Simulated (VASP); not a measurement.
# TePt (P6_3/mmc) in VASP: further runs

One crystal, TePt, is run at these levels: PBEsol; tasks: single point.

Program: VASP 6.6.1. These are calculated values, not measurements. Logs are shortened: lines on timing, memory, paths and dates and some standing lists are left out, and cuts for length are marked.

## Step 1: The crystal as given

The structure is hexagonal, space group P6_3/mmc (No. 194). The conventional cell has a = 4.263 Å, b = 4.263 Å, c = 5.662 Å, α = 90.00°, β = 90.00°, γ = 120.00°. Pt (site symmetry -3m) has 2 Pt at 2.83 Å and 6 Te at 2.84 Å as nearest neighbours. Te (site symmetry -6m2) is surrounded by 6 Pt at 2.84 Å.

Measurements of this composition are mostly on another form, of space group No. 166.

## Step 2: Single point, PBEsol

Input file INCAR:

```
SYSTEM = TePt
ALGO = Normal ; EDIFF = 1E-6
ENCUT = 520 ; GGA = PS
ISIF = 2 ; ISMEAR = 0
LASPH = .TRUE. ; LCHARG = .FALSE.
LREAL = .FALSE. ; LWAVE = .FALSE.
NBANDS = 24 ; NELM = 60
PREC = Accurate ; SIGMA = 0.02
```

Input file KPOINTS:

```
k-points
0
G
  7 7 5
  0 0 0
```

Input file POSCAR:

```
TePt
4.2629
    0.999995270450      0.000000000000      0.000000000000
   -0.499997635225      0.866021307866      0.000000000000
    0.000000000000      0.000000000000      1.328150085622
Pt Te
2 2
Direct
    0.0000000000      0.0000000000      0.0000000000
    0.0000000000      0.0000000000      0.5000000000
    0.3333333333      0.6666666667      0.2500000000
    0.6666666667      0.3333333333      0.7500000000
```

Potentials or basis: VASP PAW PBE potentials, release 54 (Pt, Te).

On the command line:

```bash
> cat potpaw_PBE.54/Pt/POTCAR potpaw_PBE.54/Te/POTCAR > POTCAR
> mpirun -np 1 vasp_std > vasp.out
```

OUTCAR:

```text
SYSTEM = TePt
   EDIFF = 1E-6
   ENCUT = 520
   GGA = PS
   ISIF = 2
   ISMEAR = 0
   LASPH = .TRUE.
   LREAL = .FALSE.
   NELM = 60
   PREC = Accurate

 ion  position               nearest neighbor table
   1  0.000  0.000  0.000-   2 2.83   2 2.83   4 2.84   3 2.84   3 2.84   4 2.84   4 2.84   3 2.84

   2  0.000  0.000  0.500-   1 2.83   1 2.83   4 2.84   3 2.84   3 2.84   4 2.84   4 2.84   3 2.84

   3  0.333  0.667  0.250-   1 2.84   2 2.84   1 2.84   2 2.84   1 2.84   2 2.84
   4  0.667  0.333  0.750-   1 2.84   2 2.84   1 2.84   2 2.84   1 2.84   2 2.84

  LATTYP: Found a hexagonal cell.
 ALAT       =     4.2628798384
 C/A-ratio  =     1.3281563672

  Lattice vectors:

 A1 = (   4.2628798384,   0.0000000000,   0.0000000000)
 A2 = (  -2.1314399192,   3.6917622333,   0.0000000000)
 A3 = (   0.0000000000,   0.0000000000,   5.6617710000)

Analysis of symmetry for initial positions (statically):
=====================================================================
 Subroutine PRICEL returns:
 Original cell was already a primitive cell.

 Routine SETGRP: Setting up the symmetry group for a
 hexagonal supercell.

 Subroutine GETGRP returns: Found 24 space group operations
 (whereof 12 operations were pure point group operations)
 out of a pool of 24 trial point group operations.

The static configuration has the point symmetry D_3d.
 The point group associated with its full space group is D_6h.

Analysis of symmetry for dynamics (positions and initial velocities):
=====================================================================
 Subroutine PRICEL returns:
 Original cell was already a primitive cell.

 Routine SETGRP: Setting up the symmetry group for a
 hexagonal supercell.

 Subroutine GETGRP returns: Found 24 space group operations
 (whereof 12 operations were pure point group operations)
 out of a pool of 24 trial point group operations.

The dynamic configuration has the point symmetry D_3d.
 The point group associated with its full space group is D_6h.

 Subroutine INISYM returns: Found 24 space group operations
 (whereof 12 operations are pure point group operations),
 and found     1 'primitive' translations

----------------------------------------------------------------------------------------

                                     Primitive cell

  volume of cell :      89.1023

  direct lattice vectors                    reciprocal lattice vectors
     4.262879838  0.000000000  0.000000000     0.234583201  0.135436675  0.000000000
    -2.131439919  3.691762233  0.000000000     0.000000000  0.270873349  0.000000000
     0.000000000  0.000000000  5.661771000     0.000000000  0.000000000  0.176623180

  length of vectors
     4.262879838  4.262879838  5.661771000     0.270873349  0.270873349  0.176623180

  position of ions in fractional coordinates (direct lattice)
     0.000000000  0.000000000  0.000000000
     0.000000000  0.000000000  0.500000000
     0.333333333  0.666666667  0.250000000
     0.666666667  0.333333333  0.750000000

  ion indices of the primitive-cell ions
   primitive index   ion index
                 1           1
                 2           2
                 3           3
                 4           4

----------------------------------------------------------------------------------------

 KPOINTS: k-points

Automatic generation of k-mesh.
 Grid dimensions read from file:
 generate k-points for:    7    7    5

 Generating k-lattice:

  Cartesian coordinates                     Fractional coordinates (reciprocal lattice)
     0.033511886  0.019348096  0.000000000     0.142857143  0.000000000  0.000000000
     0.000000000  0.038696193  0.000000000     0.000000000  0.142857143  0.000000000
     0.000000000  0.000000000  0.035324636     0.000000000  0.000000000  0.200000000

  Length of vectors
     0.038696193  0.038696193  0.035324636

  Shift w.r.t. Gamma in fractional coordinates (k-lattice)
     0.000000000  0.000000000  0.000000000

 Subroutine IBZKPT returns following result:
 ===========================================

 Found     24 irreducible k-points:

 Following reciprocal coordinates:
            Coordinates               Weight
  0.000000  0.000000  0.000000      1.000000
  0.142857  0.000000  0.000000      6.000000
  0.285714  0.000000  0.000000      6.000000
  0.428571  0.000000  0.000000      6.000000
  0.142857  0.142857  0.000000      6.000000
  0.285714  0.142857  0.000000     12.000000
[... 16 lines left out ...]
  0.428571  0.142857  0.400000     12.000000
  0.285714  0.285714  0.400000     12.000000
   k-points           NKPTS =     24   k-points in BZ     NKDIM =     24   number of bands    NBANDS=     24
   number of dos      NEDOS =    301   number of ions     NIONS =      4
   total plane-waves  NPLWV =  43008
   dimension x,y,z NGX =    32 NGY =   32 NGZ =   42
   dimension x,y,z NGXF=    64 NGYF=   64 NGZF=   84
   ions per type =               2   2
   NGX,Y,Z   is equivalent  to a cutoff of  12.48, 12.48, 12.33 a.u.
   NGXF,Y,Z  is equivalent  to a cutoff of  24.96, 24.96, 24.66 a.u.
 SYSTEM =  TePt
   PREC   = accura    normal or accurate (medium, high low for compatibility)
   ISTART =      0    job   : 0-new  1-cont  2-samecut
   ICHARG =      2    charge: 1-file 2-atom 10-const
   ISPIN  =      1    spin polarized calculation?
   LNONCOLLINEAR =      F non collinear calculations
   LSORBIT =      F    spin-orbit coupling
   LASPH  =      T    aspherical Exc in radial PAW
   ENCUT  =  520.0 eV  38.22 Ry    6.18 a.u.   7.93  7.93 10.53*2*pi/ulx,y,z
   NELM   =     60;   NELMIN=  2; NELMDL= -5     # of ELM steps
   EDIFF  = 0.1E-05   stopping-criterion for ELM
   LREAL  =      F    real-space projection
   EDIFFG = 0.1E-04   stopping-criterion for IOM
   NSW    =      0    number of steps for IOM
   IBRION =     -1    ionic relax: 0-MD 1-quasi-New 2-CG
   NFREE  =      0    steps in history (QN), initial steepest desc. (CG)
   ISIF   =      2    stress and relaxation
   ISYM   =      2    0-nonsym 1-usesym 2-fastsym
   POTIM  = 0.5000    time-step for ionic-motion
   TEBEG  =    0.0;   TEEND  =   0.0 temperature during run
   PSTRESS=    0.0 pullay stress
   NELECT =      32.0000    total number of electrons
   NUPDOWN=      -1.0000    fix difference up-down
   EMIN   =  10.00;   EMAX   =-10.00  energy-range for DOS
   EFERMI =   0.00;   METHOD = LEGACY
   ISMEAR =     0;   SIGMA  =   0.02  broadening in eV -4-tet -1-fermi 0-gaus
   EFERMI_NEDOS =   21; number of points for ismear=-14 and -15
   IALGO  =     38    algorithm
   IMIX   =      4    mixing-type and parameters
     AMIX     =   0.40;   BMIX     =  1.00
     AMIX_MAG =   1.60;   BMIX_MAG =  1.00
  volume/ion in A,a.u.               =      22.28       150.32
  Fermi-wavevector in a.u.,A,eV,Ry     =   1.163666  2.199010 18.423911  1.354119
  Thomas-Fermi vector in A             =   2.300213
   LORBIT       =      0    0 simple, 1 ext, 2 COOP (PROOUT), +10 PAW based schemes
   GGA     = PS    functional components
   LHFCALC =     F    Hartree Fock is set to
   AEXX    =    0.0000 exact exchange contribution
   IVDW    =     0    specifies the selected vdW correction
   LEPSILON=     F    determine dielectric tensor
   LRPA    =     F    only Hartree local field effects (RPA)
 non-spin polarized calculation
 Gauss-broadening in eV      SIGMA  =   0.02
  energy-cutoff  :      520.00
  volume of cell :       89.10
 maximum number of plane-waves:      2424
 NGX is ok and might be reduce to    32
   NGX = 15   NGY = 15   NGZ = 21

 number of electron      31.9999997 magnetization

 Free energy of the ion-electron system (eV)
  ---------------------------------------------------
  ext. energy  EPLUGINS =         0.00000000
  ---------------------------------------------------
  free energy    TOTEN  =       -21.77113487 eV

  energy without entropy =      -21.77042803  energy(sigma->0) =      -21.77078145

 E-fermi :   8.8861     XC(G=0): -11.1752

 val. band max:        8.8715862677   @ k =   0.1429   0.1429   0.2000
 cond. band min:       8.9022873632   @ k =   0.2857   0.0000   0.4000
 fundamental gap:      0.0307010955
 Fermi energy:         8.8861242895

 k-point     1 :       0.0000    0.0000    0.0000
  band No.  band energies     occupation
      1      -4.8835      2.00000
      2      -2.3878      2.00000
      3       1.9125      2.00000
      4       3.0407      2.00000
      5       3.0407      2.00000
      6       3.6663      2.00000
[... 16 lines left out ...]
     23      16.2386      0.00000
     24      16.2386      0.00000

 k-point     2 :       0.1429    0.0000    0.0000
  band No.  band energies     occupation
      1      -4.6949      2.00000
      2      -2.4801      2.00000
      3       2.1752      2.00000
      4       3.1054      2.00000
      5       3.2733      2.00000
      6       3.5099      2.00000
[... 16 lines left out ...]
     23      14.3614      0.00000
     24      15.3685      0.00000

 k-point     3 :       0.2857    0.0000    0.0000
  band No.  band energies     occupation
      1      -4.1786      2.00000
      2      -2.7027      2.00000
      3       2.5983      2.00000
      4       2.9083      2.00000
      5       3.2220      2.00000
      6       3.8462      2.00000
[... 16 lines left out ...]
     23      14.9371      0.00000
     24      15.9418      0.00000

 k-point     4 :       0.4286    0.0000    0.0000
  band No.  band energies     occupation
      1      -3.5211      2.00000
      2      -3.0117      2.00000
      3       1.5508      2.00000
      4       3.2601      2.00000
      5       3.7103      2.00000
      6       3.9716      2.00000
[... 16 lines left out ...]
     23      16.4809      0.00000
     24      17.6373      0.00000

 k-point     5 :       0.1429    0.1429    0.0000
  band No.  band energies     occupation
      1      -4.3415      2.00000
      2      -2.6317      2.00000
      3       2.6788      2.00000
      4       2.9832      2.00000
      5       3.1836      2.00000
      6       3.6740      2.00000
[... 16 lines left out ...]
     23      15.0045      0.00000
     24      15.0379      0.00000

 k-point     6 :       0.2857    0.1429    0.0000
  band No.  band energies     occupation
      1      -3.7507      2.00000
      2      -2.8589      2.00000
      3       1.9412      2.00000
      4       3.1682      2.00000
      5       3.5384      2.00000
      6       3.6670      2.00000
[... 16 lines left out ...]
     23      15.0938      0.00000
     24      16.5903      0.00000
[... 379 lines left out ...]
 k-point    21 :       0.1429    0.1429    0.4000
  band No.  band energies     occupation
      1      -3.8374      2.00000
      2      -3.3208      2.00000
      3       2.6390      2.00000
      4       2.9627      2.00000
      5       3.6991      2.00000
      6       4.1145      2.00000
[... 16 lines left out ...]
     23      15.7295      0.00000
     24      16.0370      0.00000

 k-point    22 :       0.2857    0.1429    0.4000
  band No.  band energies     occupation
      1      -3.4305      2.00000
      2      -3.1504      2.00000
      3       2.2781      2.00000
      4       2.5328      2.00000
      5       3.6149      2.00000
      6       3.9072      2.00000
[... 16 lines left out ...]
     23      16.0212      0.00000
     24      16.3749      0.00000

 k-point    23 :       0.4286    0.1429    0.4000
  band No.  band energies     occupation
      1      -3.1625      2.00000
      2      -3.1329      2.00000
      3       1.9845      2.00000
      4       2.5743      2.00000
      5       3.6531      2.00000
      6       3.7014      2.00000
[... 16 lines left out ...]
     23      15.9958      0.00000
     24      16.8388      0.00000

 k-point    24 :       0.2857    0.2857    0.4000
  band No.  band energies     occupation
      1      -3.1587      2.00000
      2      -3.0760      2.00000
      3       2.2514      2.00000
      4       2.8059      2.00000
      5       3.1371      2.00000
      6       3.5712      2.00000
[... 16 lines left out ...]
     23      16.2358      0.00000
     24      16.3752      0.00000

------------------------ aborting loop because EDIFF is reached ----------------------------------------

  FORCE on cell =-STRESS in cart. coord.  units (eV):
  Direction    XX          YY          ZZ          XY          YZ          ZX
  --------------------------------------------------------------------------------------
  -------------------------------------------------------------------------------------
  Total       -2.5108974     -2.5108974     -3.5322252     -0.0000000      0.0000000     -0.0000000
  in kB      -45.1492387    -45.1492387    -63.5140563     -0.0000000      0.0000000     -0.0000000
  external PRESSURE =     -51.2708446 kB  Pullay stress =       0.0000000 kB

 VOLUME and BASIS-vectors are now :
 -----------------------------------------------------------------------------
  energy-cutoff  :      520.00
  volume of cell :       89.10
      direct lattice vectors                 reciprocal lattice vectors
     4.262879838  0.000000000  0.000000000     0.234583201  0.135436675  0.000000000
    -2.131439919  3.691762233  0.000000000     0.000000000  0.270873349  0.000000000
     0.000000000  0.000000000  5.661771000     0.000000000  0.000000000  0.176623180

 POSITION                                       TOTAL-FORCE (eV/Angst)
 -----------------------------------------------------------------------------------
      0.00000      0.00000      0.00000         0.000000     -0.000000      0.000000
      0.00000      0.00000      2.83089         0.000000     -0.000000      0.000000
     -0.00000      2.46117      1.41544         0.000000     -0.000000      0.000000
      2.13144      1.23059      4.24633        -0.000000      0.000000      0.000000
 -----------------------------------------------------------------------------------
    total drift:                                0.000000     -0.000000      0.000000

  FREE ENERGIE OF THE ION-ELECTRON SYSTEM (eV)
  ---------------------------------------------------
  free  energy   TOTEN  =       -21.7711348716 eV

  energy  without entropy=      -21.7704280274  energy(sigma->0) =      -21.77078145
```

Run time: 47 s. Hardware: 1 thread of AMD EPYC 7R13 (Zen 3), shared host; peak memory 0.19 GiB.

What came out:

| Item | Value |
| --- | --- |
| Free energy | -21.7711 eV |
| Pressure | -5.1 GPa |
| Band gap on the k mesh | none (metal or under the smearing width) |

Stress tensor (GPa, compression positive):
```
-4.51  0.00  0.00
 0.00 -4.51  0.00
 0.00  0.00 -6.35
```

Caveat: the PAW data sets were made with another functional, which shifts forces and pressure a little. Spin-orbit coupling is left out, which matters for the levels of Pt, Te.

## Step 3: Single point, PBEsol

Input file run.py:

```python
from ase.calculators.vasp import Vasp
from ase.dft.bandgap import bandgap
from ase.io import read

atoms = read('TePt.xyz')
calc = Vasp(
    directory='calc',
    xc='pbesol',
    pp='PBE',
    setups='recommended',
    pp_version='54',
    prec='Accurate',
    encut=520,
    ediff=1e-06,
    ismear=0,
    sigma=0.02,
    lreal=False,
    lasph=True,
    nelm=60,
    algo='Fast',
    isif=2,
    lwave=False,
    lcharg=True,
    lelf=True,
    lvhar=True,
    kpts=[7, 7, 5],
    gamma=True,
    nbands=24,
)
atoms.calc = calc

print('energy (eV):', atoms.get_potential_energy())
print('free energy (eV):', atoms.get_potential_energy(force_consistent=True))
print('forces (eV/A):')
print(atoms.get_forces())
print('stress (eV/A^3, Voigt):', atoms.get_stress())
print('Fermi level (eV):', calc.get_fermi_level())
gap, top, bottom = bandgap(calc)
print('band gap (eV):', gap, 'from (spin, k, band)', top, 'to', bottom)
```

Input file TePt.xyz:

```xyz
4
Lattice="4.2628798384 0.0000000000 0.0000000000 -2.1314399192 3.6917622333 0.0000000000 0.0000000000 0.0000000000 5.6617710000" Properties=species:S:1:pos:R:3 pbc="T T T"
Pt     0.0000000000      0.0000000000      0.0000000000
Pt     0.0000000000      0.0000000000      2.8308855000
Te    -0.0000000002      2.4611748223      1.4154427500
Te     2.1314399194      1.2305874110      4.2463282500
```

Potentials or basis: VASP PAW PBE potentials, release 54 (Pt, Te).

On the command line:

```bash
> python run.py
```

Wall time 56 s (1 thread of AMD EPYC 7R13 (Zen 3), shared host); peak memory 0.19 GiB.

The run converged. Its results:

- Free energy: -21.7711 eV
- Pressure: -5.1 GPa
- Band gap on the k mesh: none (metal or under the smearing width)

Stress tensor (GPa, compression positive):
```
-4.48  0.00  0.00
 0.00 -4.48  0.00
 0.00  0.00 -6.32
```

Levels at points of the mesh, in eV from the Fermi level:
```
           k point  band 12  band 13  band 14  band 15  band 16  band 17  band 18  band 19  band 20  band 21
(0.00, 0.00, 0.00)    -1.88    -1.59    -1.59     0.15     0.45     1.31     1.75     2.08     2.08     4.58
```

Caveat: the PAW data sets were made with another functional, which shifts forces and pressure a little. Spin-orbit coupling is left out, which matters for the levels of Pt, Te.

## Step 4: The reference run

An earlier run on the cell as given: functional PBEsol; potentials or basis VASP PAW PBE potentials, release 64 (Pt, Te); cutoff 520 eV; k mesh 7 × 7 × 5; occupations fermi-dirac, width 0.05 eV; no spin polarisation.

* Pressure: -5.1 GPa
* Band gap on the k mesh: none (metal or under the smearing width)
